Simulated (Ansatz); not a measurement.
CuO: equation of state with RPBE

CuO:

```xyz
4
Lattice="1.9910 -2.1536 0.0000 1.9910 2.1536 0.0000 0.0000 0.0000 5.1559" Properties=species:S:1:pos:R:3 pbc="T T T"
Cu    0.9955   -1.0768    0.0000
Cu    0.9955    1.0768    2.5780
O     1.9910    0.0000    1.2890
O     1.9910    0.0000    3.8669
```

Measurements of this composition are mostly on another form, of space group No. 15.

```
Program             : Ansatz 0.2.0
Task                : equation of state
Functional          : RPBE
Potentials or basis : Ansatz PAW
Cutoff              : 420 eV
Density cutoff      : 1680 eV
k mesh              : 9 × 9 × 5
Occupations         : fermi-dirac, width 0.05 eV
Spin                : no spin polarisation
```

```
Equilibrium volume                        : 11.55 Å³/atom
Bulk modulus at fixed shape and positions : 135 GPa
Pressure derivative of the bulk modulus   : 4.7
```

Energy against volume, from the lowest point:
```tsv
volume (Å³/atom)	energy (meV/atom)
10.390	59.54
10.611	37.39
10.832	20.93
11.053	9.55
11.274	2.74
11.496	0.00
11.717	0.95
```

All runs of the series together: 18 s on 2 threads of Arm Neoverse V2, with other jobs on the host.

Caveat: the potentials were made for another functional, which shifts forces and pressure; the cell was scaled at fixed shape and fractional positions, which overstates the stiffness of a crystal with free parameters, most of all of layers and chains; the run has no spin polarisation, though such a crystal can be magnetic.
